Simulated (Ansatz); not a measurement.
# Be2C: what changed settings do

The reference input for Ansatz (plane-wave DFT with PAW):

```yaml
crystal:
  lattice:
    - [0.0, 2.1622559729, 2.1622559729]
    - [2.1622559729, 0.0, 2.1622559729]
    - [2.1622559729, 2.1622559729, 0.0]
  atoms:
    - { symbol: Be, position: [0.75, 0.75, 0.75] }
    - { symbol: Be, position: [0.25, 0.25, 0.25] }
    - { symbol: C, position: [0.0, 0.0, 0.0] }
basis:
  ecutwfc: 420
kpoints:
  mp_grid: { grid: [10, 10, 10] }
hamiltonian:
  xc: pbe
scf:
  occupations: { method: gaussian, width: 0.1 }
output:
  forces: true
  stress: true
  eigenvalues: true
```

Command:

```bash
ansatz run input.yaml --threads 1 --pin off --max-ram 1331MiB --backend cpu --events-out ev --progress --plain --runs-dir out
```

The run converges in 6 SCF iterations on 47 irreducible k-points: pressure 0.55 GPa, gap on the sampled k-points 1.17 eV.

Settings here are deliberately varied, not converged. Each trial's input is given as a difference from the reference's; energies are extrapolated to zero smearing where there is one, and pressure is positive in compression.

Question: Trial 1:

```diff
 basis:
-  ecutwfc: 420
+  ecutwfc: "39 Ry"
+  ecutrho_ratio: 10
 kpoints:
-  mp_grid: { grid: [10, 10, 10] }
+  mp_grid: { grid: [4, 7, 11] }
 scf:
+  mixing: { ndim: 1, preconditioner: kerker_dos }
+  initial_density: { chi_scale: 0, normalization: atom }
+  max_iter: 74
```

What does the program give?

Answer: The run converges in 12 SCF iterations on 155 irreducible k-points: energy 3.94 meV per atom above the reference, pressure 0.55 GPa, largest force 0.007 eV/Å, gap on the sampled k-points 1.33 eV. It warns that the mesh lowers the symmetry.

Question: Trial 2:

```diff
 basis:
-  ecutwfc: 420
+  ecutwfc: 200
 scf:
-  occupations: { method: gaussian, width: 0.1 }
+  occupations: { method: fermi_dirac, width: "300 K" }
+  max_iter: 40
```

What happens?

Answer: The run converges in 7 SCF iterations on 47 irreducible k-points: energy 475 meV per atom above the reference, pressure 2.71 GPa (unreliable at so low a cutoff), gap on the sampled k-points 1.00 eV. It warns that the cutoff lies under the recommended one, 420 eV for these potentials.

Question: Trial 3:

```diff
 basis:
-  ecutwfc: 420
+  ecutwfc: 550
```

How does this run end?

Answer: The run converges in 6 SCF iterations on 47 irreducible k-points: energy 0.97 meV per atom below the reference, pressure 0.54 GPa, gap on the sampled k-points 1.17 eV.

Question: Trial 4 (volume scaled):

```diff
 crystal:
   lattice:
-    - [0.0, 2.1622559729, 2.1622559729]
-    - [2.1622559729, 0.0, 2.1622559729]
-    - [2.1622559729, 2.1622559729, 0.0]
+    - [0.0, 2.1977090934, 2.1977090934]
+    - [2.1977090934, 0.0, 2.1977090934]
+    - [2.1977090934, 2.1977090934, 0.0]
 kpoints:
-  mp_grid: { grid: [10, 10, 10] }
+  mp_grid: { grid: [4, 4, 4] }
 hamiltonian:
-  xc: pbe
+  xc: hse06
```

How does this run end?

Answer: The run converges in 9 SCF iterations on 8 irreducible k-points: pressure -11.77 GPa, gap on the sampled k-points 1.88 eV. It warns that the threshold of exact exchange is loose for the stress; that the SCF threshold is loose for the stress.

Question: Trial 5:

```diff
 kpoints:
-  mp_grid: { grid: [10, 10, 10] }
+  mp_grid: { kspacing: 1.4 }
 scf:
+  mixing: { ndim: 20, preconditioner: none }
+  eigensolver: { real_solve: false }
+  max_iter: 80
+  convergence: { dr2_threshold: "1e-9 eV" }
```

How does this run end?

Answer: The run converges in 7 SCF iterations on 3 irreducible k-points: energy 850 meV per atom above the reference, pressure 12.00 GPa, gap on the sampled k-points 0.75 eV. It warns that the SCF threshold is loose for the stress.

Question: Trial 6:

```diff
 kpoints:
-  mp_grid: { grid: [10, 10, 10] }
+  mp_grid: { kspacing: 1.1 }
 hamiltonian:
-  xc: pbe
+  xc: r2scanh
 scf:
+  max_iter: 100
 output:
-  eigenvalues: true
+  eigenvalues: false
```

What happens?

Answer: The run converges in 10 SCF iterations on 4 irreducible k-points: pressure -0.35 GPa. It warns that the cutoff lies under the recommended one, 500 eV for these potentials; that the threshold of exact exchange is loose for the stress; that the SCF threshold is loose for the stress.

Question: Trial 7 (volume scaled):

```diff
 crystal:
   lattice:
-    - [0.0, 2.1622559729, 2.1622559729]
-    - [2.1622559729, 0.0, 2.1622559729]
-    - [2.1622559729, 2.1622559729, 0.0]
+    - [0.0, 2.0498416054, 2.0498416054]
+    - [2.0498416054, 0.0, 2.0498416054]
+    - [2.0498416054, 2.0498416054, 0.0]
```

How does this run end?

Answer: The run converges in 6 SCF iterations on 47 irreducible k-points: energy 122 meV per atom above the reference, pressure 43.62 GPa, gap on the sampled k-points 1.24 eV.

Question: Trial 8 (origin moved):

```diff
 crystal:
   atoms:
-    - { symbol: Be, position: [0.75, 0.75, 0.75] }
-    - { symbol: Be, position: [0.25, 0.25, 0.25] }
-    - { symbol: C, position: [0.0, 0.0, 0.0] }
+    - { symbol: Be, position: [1.548, 0.974, 1.17] }
+    - { symbol: Be, position: [1.048, 0.474, 0.67] }
+    - { symbol: C, position: [0.798, 0.224, 0.42] }
 basis:
-  ecutwfc: 420
+  ecutwfc: 290
 hamiltonian:
-  xc: pbe
+  xc: lda
 scf:
+  mixing: { algorithm: msr1, beta: 0.048 }
+  initial_density: { chi_scale: 0, normalization: atom }
+  max_iter: 300
+magnetization:
+  spin_polarized: true
+  initial_magnetization: 1.0
+  spin_locking: { lock_magnetization: hard }
```

How does this run end?

Answer: The run converges in 8 SCF iterations on 47 irreducible k-points: pressure 5.93 GPa, no gap, cell moment 1.00 μB. It warns that the cutoff lies under the recommended one, 420 eV for these potentials; that the SCF threshold is loose for the stress.